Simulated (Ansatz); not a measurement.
## Compressing InSb: a fit and a missing row

InSb, F-43m, a = 6.520 Å. Ansatz: PBEsol, PAW, 420 eV, Γ-centred 12×12×12 mesh on 2 atoms, Gaussian smearing 0.10 eV; no spin polarisation. Symmetry fixes shape and atoms, so the cell is only scaled; pressure is positive in compression.

| V (Å³/atom) | P (GPa) |
| --- | --- |
| 30.486 | ? |
| 31.526 | 5.03 |
| 32.565 | 3.05 |
| 33.604 | 1.38 |
| 34.644 | -0.02 |
| 35.683 | -1.19 |
| 36.722 | -2.18 |
| 38.108 | -3.25 |

Question: Take V0 = 34.644 Å³/atom, count pressures from its P0 = -0.02 GPa, fit the third-order Birch–Murnaghan form to the other rows, and predict the missing pressure.

Answer: With the Eulerian strain f = ½[(V0/V)^(2/3) − 1] and y = (P − P0)/[3f(1 + 2f)^(5/2)], the form is the line y = B0 + 1.5 B0 (B0′ − 4) f. Rows (f, y): 0.03245, 44.3; 0.02106, 43.8; 0.01026, 43.2; -0.00975, 42.0; -0.01904, 41.7; -0.03078, 41.0. Means f = 0.0007000, y = 42.667; Σ(Δf)² = 0.003004, ΣΔfΔy = 0.1585; the slope is their ratio. y = 42.63 + 52.78 f GPa, so B0 = 42.6 GPa and B0′ = 4 + 2 × (52.78)/(3 × 42.63) = 4.83. At V = 30.486, f = 0.04449, y = 44.98 and P = 7.41 GPa. The run gave 7.40 GPa, so the fit is 0.01 GPa too high, a small miss on the scale of the series.